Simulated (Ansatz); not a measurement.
**Notes on Lu**

```yaml
crystal:
  lattice:
    - [0.00000, 2.40042, 2.40042]
    - [2.40042, 0.00000, 2.40042]
    - [2.40042, 2.40042, 0.00000]
  atoms:
    - { symbol: Lu, position: [0.00000, 0.00000, 0.00000] }
```

The numbers come from plane-wave PAW DFT (Ansatz): PBEsol, no spin polarisation, 420 eV, 12×12×12 Γ-centred k points, fermi-dirac occupations (width 0.0555 eV). Nothing was relaxed.

Describe some of the short contacts.

Lu–Lu at 3.39 Å: least valence density 0.12 e/Å³ and ELF 0.23 there. These are pseudo-fields; inside the PAW spheres they differ from the all-electron ones.

Is the cell too large or too small?

The pressure is -0.8 GPa (compression positive), so with the atoms held at these fractions the cell would first shrink.

Metal or insulator?

It is a metal, with about 1.5 states/eV a cell as the mean within 0.25 eV of the Fermi level, mostly Lu d (90 %).

Origin: a known structure type with other elements, at an estimated volume, so it need not be a known compound. Caveats: many states at the Fermi level without spin polarisation, so a magnetic state may lie lower.
